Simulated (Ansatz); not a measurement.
# Relaxing Hf

Method: DFT PBE, scalar-relativistic, plane waves, PAW (Ansatz). Cutoff 420 eV, Γ-centred k mesh, Gaussian smearing, no spin polarisation in the final step.

This is the end of a relaxation of cell and atoms.

```
CELL_PARAMETERS angstrom
0.00000 2.67068 5.39073
1.59937 0.00000 5.39073
1.59937 2.67068 0.00000
ATOMIC_POSITIONS crystal
Hf 0.13578 0.13578 0.86422
Hf 0.86422 0.86422 0.13578
```

Energies count from the standard state of Hf at the same level.

**Question.** What space group does it have?

**Answer.** Fmmm (No. 69). Conventional cell: a = 3.199 Å, b = 5.341 Å, c = 10.781 Å. Hf is coordinated by 3 Hf at 2.93–2.94 Å, 6 Hf at 3.11–3.20 Å and 2 Hf at 3.63 Å.

**Question.** How far above the standard state of Hf does it lie?

**Answer.** 0.26 eV/atom.

**Question.** Is it a metal?

**Answer.** Yes, bands cross the Fermi level on the 20×20×20 mesh.

The final run used a 20×20×20 mesh on its 2-atom cell and 0.10 eV smearing. For metals, differences of a few meV/atom aren't resolved. Spin–orbit coupling is left out. The cell came from a trial start, so Hf may not exist in this structure.